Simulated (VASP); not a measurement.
CoO under changes of volume

One of the cells (9.830 Å³/atom); the others are scaled copies at fixed shape and fractional positions:

```
CELL_PARAMETERS angstrom
1.51662 0.87562 2.46736
-1.51662 0.87562 2.46736
0.00000 -1.75124 2.46736
ATOMIC_POSITIONS crystal
Co 0.00030 0.00030 0.00030
O 0.74970 0.74970 0.74970
```

Measurements of this composition are mostly on another form, of space group No. 225.

* Program: VASP 6.6.1
* Functional: LDA
* Potentials or basis: VASP PAW LDA potentials, release 64 (Co, O)
* Cutoff: 520 eV
* k mesh: 8 × 8 × 8
* Occupations: fermi-dirac, width 0.05 eV
* Spin: collinear spin, ferromagnetic start
* Starting moments: [2.0, 0.0] μB

```csv
volume (Å³/atom),energy over the lowest point (meV/atom),pressure (GPa),moment (μB per cell),largest force (eV/Å)
9.437,13.26,10.3,1.53,0.006
9.633,3.52,5.0,1.56,0.008
9.830,0.00,0.4,1.58,0.009
10.026,?,?,?,?
10.223,8.78,-7.6,1.63,0.013
```

Q: What does the run at 10.026 Å³/atom give?

A: Energy over the lowest point 1.93 meV/atom; pressure -3.8 GPa; moment 1.61 μB per cell; largest force 0.011 eV/Å.

Worked out: A Birch-Murnaghan fit of order 2 (a polynomial in V^(-2/3)) to the other rows has its minimum at 9.86 Å³/atom with B0 = V·E''(V) = 222 GPa at fixed shape and positions, which overstates the stiffness. It gives 1.87 meV/atom at 10.026 Å³/atom, against the run's 1.93, and -dE/dV = -3.7 GPa, against -3.8. A straight line through the other rows of the moment, of slope 0.125 μB per Å³/atom, gives 1.61 μB, against the run's 1.61.

Energies are extrapolated to zero smearing.

Caveats: a cell with one magnetic atom can't hold antiferromagnetic order, which such compounds often take.
